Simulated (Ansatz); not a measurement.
Ni: pressure and energy change per atom against volume scale

Plane-wave DFT, scalar-relativistic PAW made under PBE with cores redone for the functional, no dispersion; the given relaxed cell is scaled uniformly, energy at zero smearing counts from the unscaled cell, pressure at the given Fermi-Dirac smearing is positive in compression. The results are calculated, by Ansatz 0.2.0.

The cell before it is scaled or strained (space group Pm-3m, No. 221):
```
CELL_PARAMETERS angstrom
2.34710 0.00000 0.00000
0.00000 2.34710 0.00000
0.00000 0.00000 2.34710
ATOMIC_POSITIONS crystal
Ni 0.00000 0.00000 0.00000
```

Settings of every row: spin polarised yes; functional revPBE; wave cutoff 420 eV; smearing width 0.05 eV; k mesh 15x15x15.

Atom:
| element | starting moment (Bohr magneton) |
| --- | --- |
| Ni | 0.63 |

Limits: search for a lower magnetic state is off; the cell comes from a prototype or a list of computed structures and needn't be the stable phase; with one magnetic atom in the cell only parallel moments are possible.

| row | volume scale | V (Å³/atom) | pressure (GPa) | energy change per atom (meV) | largest site moment (Bohr magneton) |
| --- | --- | --- | --- | --- | --- |
| 1 | 0.88 | 11.378 | 22.73 | 95.88 | 0.42 |
| 2 | 0.92 | 11.895 | ? | ? | ? |
| 3 | 0.96 | 12.413 | 5.96 | 9.18 | 0.53 |
| 4 | 1.04 | 13.447 | -4.11 | 6.56 | 0.71 |
| 5 | 1.08 | 13.964 | -7.57 | 26.23 | 0.79 |
| 6 | 1.12 | 14.481 | -10.37 | 55.28 | 0.84 |

Question: what pressure and energy change per atom should row 2 give?

Worked fit of pressure. Take u = (V_r/V)^(2/3) − 1 with V_r = 13.447 Å³ an atom, which is twice the finite (Eulerian) strain; such expansions in the strain, on which the Birch-Murnaghan equation of state is built, carry the rest volume and the bulk modulus. The shown rows have u = 0.11782, 0.05479, 0, -0.02484, -0.04819. Least squares give pressure = −4.23 + 154.857 × u + 624.07 × u² GPa; a straight line predicts inner rows, each left out in turn, worse (root mean square 2.1 against 0.28 GPa). The rows lie off it by 0.05, -0.17, 0.12, 0.12, -0.13 (root mean square 0.12 GPa). The withheld row has u = 0.08519, so the fit gives −4.23 + 154.857 × (0.08519) + 624.07 × (0.08519)² = 13.49 GPa.

The calculation gave 13.29 GPa. The fit lies 0.20 GPa (1.5 % of the value, 0.6 % of the column's range) above it; its largest miss of a shown row is 0.17 GPa.

Worked fit of energy change per atom. Take u = (V_r/V)^(2/3) − 1 with V_r = 13.447 Å³ an atom, which is twice the finite (Eulerian) strain; such expansions in the strain, on which the Birch-Murnaghan equation of state is built, carry the rest volume and the bulk modulus. The shown rows have u = 0.11782, 0.05479, 0, -0.02484, -0.04819. Least squares give energy change per atom = 5.913 − 517.282 × u + 10849.82 × u² meV; a straight line predicts inner rows, each left out in turn, worse (root mean square 36 against 1.6 meV). The rows lie off it by 0.30, -0.96, 0.65, 0.77, -0.76 (root mean square 0.72 meV). The withheld row has u = 0.08519, so the fit gives 5.913 − 517.282 × (0.08519) + 10849.82 × (0.08519)² = 40.59 meV.

The calculation gave 39.02 meV. The fit lies 1.57 meV (4 % of the value, 1.8 % of the column's range) above it; its largest miss of a shown row is 0.96 meV.

The other values of row 2: largest site moment 0.46 Bohr magneton.
